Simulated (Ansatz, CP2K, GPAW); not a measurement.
**The equilibrium volume of Nb3Sn, sorted by core time**

```yaml
crystal:
  lattice:
    - [5.28210, 0.00000, 0.00000]
    - [0.00000, 5.28210, 0.00000]
    - [0.00000, 0.00000, 5.28210]
  atoms:
    - { symbol: Sn, position: [0.50000, 0.50000, 0.50000] }
    - { symbol: Sn, position: [0.00000, 0.00000, 0.00000] }
    - { symbol: Nb, position: [0.00000, 0.50000, 0.25000] }
    - { symbol: Nb, position: [0.00000, 0.50000, 0.75000] }
    - { symbol: Nb, position: [0.50000, 0.25000, 0.00000] }
    - { symbol: Nb, position: [0.75000, 0.00000, 0.50000] }
    - { symbol: Nb, position: [0.50000, 0.75000, 0.00000] }
    - { symbol: Nb, position: [0.25000, 0.00000, 0.50000] }
```

| rung | level | program and potentials | cutoff (eV) | k mesh | smearing | task | core time | chip | equilibrium volume (Å³/atom) | miss | notes |
| --- | --- | --- | --- | --- | --- | --- | --- | --- | --- | --- | --- |
| GGA | PBEsol | Ansatz, Ansatz PAW | 420 | 5 × 5 × 5 | fermi-dirac 0.05 | relaxation of cell and atoms | 29 s | AMD EPYC 7R13 Zen 3 | (a) | ? | potentials made for PBE, which Ansatz adapts in part |
| LDA | LDA | GPAW, the program's PAW data sets (release 1.2.1) made for this functional | 600 | 4 × 4 × 4 | fermi-dirac 0.05 | equation of state | 13 min | Arm Neoverse V1 | 17.65 | -4.8 % | - |
| GGA | PBE | GPAW, GPAW PAW data sets (gpaw-data 1.2.1) | 600 | 4 × 4 × 4 | fermi-dirac 0.05 | equation of state | 13 min | Arm Neoverse V1 | 18.70 | +0.9 % | - |
| GGA | PBE | CP2K, POTENTIAL_UZH Sn GTH-PBE-q4, Nb GTH-PBE-q13; TZVP-MOLOPT-PBE-GTH basis | - | 5 × 5 × 5 | fermi-dirac 0.05 | equation of state | 18 min | Arm Neoverse V2 | 19.06 | +2.8 % | atomic basis |
| GGA | PBEsol | CP2K, POTENTIAL_UZH Sn GTH-PBE-q4, Nb GTH-PBE-q13; TZVP-MOLOPT-PBE-GTH basis | - | 5 × 5 × 5 | fermi-dirac 0.05 | equation of state | 20 min | Arm Neoverse V2 | 18.61 | +0.4 % | atomic basis; potentials made for PBE |

Times are single runs on shared hosts and different chips, so they are rough; meshes, cutoffs and the tasks' sizes weigh on the time. All rows: no spin polarisation. Smearing widths are in eV. For a metal such meshes aren't converged. Meshes differ between rows, which moves values too. Meshes are those of the run's cell of 8 atoms unless a note names another. Relaxations start from the cell shown or near it and stop with a little pressure left. The cell shown, of 18.42 Å³ an atom, is the runs' start and not the measured value. Misses use the values as printed. Runs on faulty files, with rough fits or with known faults for this quantity aren't shown. No row holds spin-orbit coupling.

Measured: 18.54 Å³/atom at 300 K (arxiv:cond-mat/0403590). The runs are for a static lattice.

Q: Estimate the value left out from the other rows.

A: (a) 18.19 Å³/atom, miss -1.9 %.
